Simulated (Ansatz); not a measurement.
The system is CuO.

```
CELL_PARAMETERS angstrom
2.87950 0.00000 0.00000
0.03907 2.87928 0.00000
0.01750 0.01724 5.17634
ATOMIC_POSITIONS crystal
Cu 0.00000 0.50000 0.00000
Cu 0.50000 0.00000 0.50000
O 0.99842 0.00167 0.74989
O 0.00158 0.99833 0.25011
```

The cell comes from a database or a generator and needn't be the stable form of this composition.

* Program: Ansatz 0.2.0
* Task: relaxation of cell and atoms
* Functional: RPBE
* Potentials or basis: Ansatz PAW
* Cutoff: 420 eV (not typed: the program's choice for these potentials)
* k mesh: 9 × 9 × 5
* Occupations: fermi-dirac, width 0.05 eV
* Spin: no spin polarisation

At the start: volume 10.73 Å³/atom.

Q: Where does the relaxation end?

A: It ends after 9 steps and the volume is 11.61 Å³/atom (+8.2 %); space group P4_2/mmc (No. 131, to 0.05 Å).

Step by step:
| step | energy change (eV) | largest force (eV/Å) | volume (Å³) |
| --- | --- | --- | --- |
| 1 | 0.0000 | 0.0110 | 42.92 |
| 2 | -0.0772 | 0.0078 | 44.54 |
| 3 | -0.0985 | 0.0044 | 46.04 |
| 4 | -0.0983 | 0.0018 | 46.19 |
| 5 | -0.0983 | 0.0015 | 46.19 |
| 6 | -0.1160 | 0.0015 | 46.19 |
| 7 | -0.1158 | 0.0009 | 46.41 |
| 8 | -0.1157 | 0.0002 | 46.44 |
| 9 | -0.1166 | 0.0002 | 46.44 |

Final structure:
```cif
data_structure
_symmetry_space_group_name_H-M 'P 1'
_symmetry_Int_Tables_number 1
_cell_length_a 2.9905
_cell_length_b 2.9905
_cell_length_c 5.1925
_cell_angle_alpha 89.977
_cell_angle_beta 89.977
_cell_angle_gamma 89.873
_cell_volume 46.44
loop_
_atom_site_label
_atom_site_type_symbol
_atom_site_fract_x
_atom_site_fract_y
_atom_site_fract_z
_atom_site_occupancy
Cu1 Cu 0.00000 0.50000 0.00000 1
Cu2 Cu 0.50000 0.00000 0.50000 1
O1 O 0.99988 0.00012 0.75000 1
O2 O 0.00012 0.99988 0.25000 1
```

Caveat: the plane-wave basis is chosen anew once the cell has moved, so the energies of steps on either side of that aren't comparable; the pressure holds a Pulay correction of +0.6 GPa for the finite cutoff; the run has no spin polarisation, though such a crystal can be magnetic; the PAW data sets come from PBE, with cores solved anew for the run's functional, which leaves a small shift of forces and pressure.
